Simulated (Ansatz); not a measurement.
## From the elastic tensor of C at 15 GPa (stress–strain coefficients) to moduli and sound speeds

The calculation used DFT PBEsol, scalar-relativistic, plane waves, PAW in Ansatz. Plane waves to 420 eV; Γ-centred k mesh 12×12×6; fixed occupations. No spin polarisation.

The structure is hexagonal, space group P6_3/mmc (No. 194). The conventional cell has a = 2.473 Å, b = 2.473 Å, c = 4.118 Å, α = 90.00°, β = 90.00°, γ = 120.00°. C (site symmetry 3m) has 4 C at 1.52 to 1.54 Å as nearest neighbours.

Relaxed-ion constants (GPa, on the Cartesian axes of the calculation):
C11 = 1315.8, C12 = 143.5, C13 = 40.8, C22 = 1315.8, C23 = 40.8, C33 = 1457.5, C44 = 482.2, C55 = 482.2, C66 = 586.1 GPa; the others vanish.

Density 3.659 g/cm³; 4 atoms in 21.80 Å³.

The values that follow are for a polycrystal of randomly turned grains, by Hill's mean where one number stands.

With S = C⁻¹: B_V = (C11+C22+C33+2(C12+C13+C23))/9, G_V = (C11+C22+C33−C12−C13−C23+3(C44+C55+C66))/15, 1/B_R = S11+S22+S33+2(S12+S13+S23), 15/G_R = 4(S11+S22+S33−S12−S13−S23)+3(S44+S55+S66); Hill is their mean. Then v_l = √((B+4G/3)/ρ), v_t = √(G/ρ), v_m = [(2/v_t³+1/v_l³)/3]^(−1/3) and Θ = (ħ/k_B)·v_m·(6π²n/V)^(1/3) for n atoms in the volume V; E = 9BG/(3B+G), ν = (3B−2G)/(2(3B+G)) and A^U = 5G_V/G_R + B_V/B_R − 6.

* Bulk modulus, Voigt / Reuss / Hill: 504.2 / 504.1 / 504.2 GPa
* Shear modulus, Voigt / Reuss / Hill: 567.8 / 556.5 / 562.2 GPa
* Young's modulus: 1229 GPa
* Poisson ratio: 0.094
* Pugh ratio B/G: 0.90
* Universal anisotropy index: 0.10
* Longitudinal and transverse sound speeds: 18511 and 12395 m/s
* Debye temperature from the mean sound speed: 2291 K

Cost: 1 run of about 0.4 core-minutes, on Intel Xeon 6975P-C (Granite Rapids) (shared hosts).

The constants describe hexagonal diamond (lonsdaleite), a fully sp³-bonded network that resists shear even more strongly than compression: the shear modulus exceeds the bulk modulus, and the Poisson ratio is only 0.094. Directional σ bonds make changes of bond angle costly, while short bonds and a light atom account for the very high sound speeds and Debye temperature.

C33 exceeds C11 because one bond of each tetrahedron lies along c, so axial strain stretches it directly. Shear of the basal bilayers past one another, governed by C44, relies more on bond bending and is softer than shear within the plane, C66. The remaining anisotropy is therefore mainly one of shear; the nearly equal Voigt and Reuss bulk moduli show that the lattice compresses almost equally along a and c.

The tensor is positive definite, so the crystal is stable against small homogeneous strains at this pressure. That establishes neither its stability relative to cubic diamond nor its hardness, which depends on bond breaking and defects at large strain.
